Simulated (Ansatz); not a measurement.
How far is PAW off for TiS$_{2}$?

```
Ti S
1.0
     3.48024    0.00000    0.00000
    -1.74012    3.01398    0.00000
     0.00000    0.00000    5.69500
Ti S
1 2
Direct
  0.00000 0.00000 0.00000
  0.33333 0.66667 0.25000
  0.66667 0.33333 0.75000
```

Atom numbers follow the list: Ti1, S2, S3.

The cell comes from COD entry 1537865, which wasn't checked; take it as a given geometry. It is an old determination, and later ones may differ. The listed cell was then made from it by scaling, straining or moving an atom.

Levels of theory: DFT, LDA, PAW with Ansatz's default frozen-core files, scalar-relativistic (Ansatz 0.2.0); DFT, LDA, all-electron PAW with datasets made for the crystal, scalar-relativistic (Ansatz 0.2.0); DFT, LDA, all-electron LAPW, scalar-relativistic (Ansatz 0.2.0).

For PAW: a Γ-centred 12×12×7 k mesh, Fermi–Dirac smearing of 0.05 eV, cutoff 420 eV, no spin polarisation; the PAW files were made with PBE, and the program remakes their frozen cores for this functional. The crystal-made all-electron datasets (AE datasets) take a cutoff of 280 eV at this cell. LAPW targets a basis error of 1 meV/atom. The Ansatz runs share mesh, smearing and spin set-up. Plane-wave (PAW) pressures include the program's estimate of the Pulay term.

Stress and pressure are positive in compression.

The change that made this cell: equal xx and yy strain of +2 %.

In a metal, gradients converge slowly with the k mesh: the values move by tens of per cent from one mesh to another, at times in sign, so only the comparison on one mesh counts.

```json
{"quantity": "pressure (GPa)", "PAW": "-9.41", "AE datasets": "-9.39", "LAPW": "-9.39"}
{"quantity": "stress xx (GPa)", "PAW": "-10.38", "AE datasets": "-10.37", "LAPW": "-10.36"}
{"quantity": "stress zz (GPa)", "PAW": "-7.46", "AE datasets": "-7.44", "LAPW": "-7.44"}
{"quantity": "force on S2, z (eV/Å)", "PAW": "-0.733", "AE datasets": "-0.731", "LAPW": "-0.731"}
{"quantity": "field gradient Vzz at Ti1 (10²¹ V/m²)", "PAW": "-1.83", "AE datasets": "-1.81", "LAPW": "–"}
{"quantity": "field gradient Vzz at S2 (10²¹ V/m²)", "PAW": "-0.90", "AE datasets": "-0.91", "LAPW": "–"}
```

PAW's pressure differs from the LAPW value by -0.02 GPa.
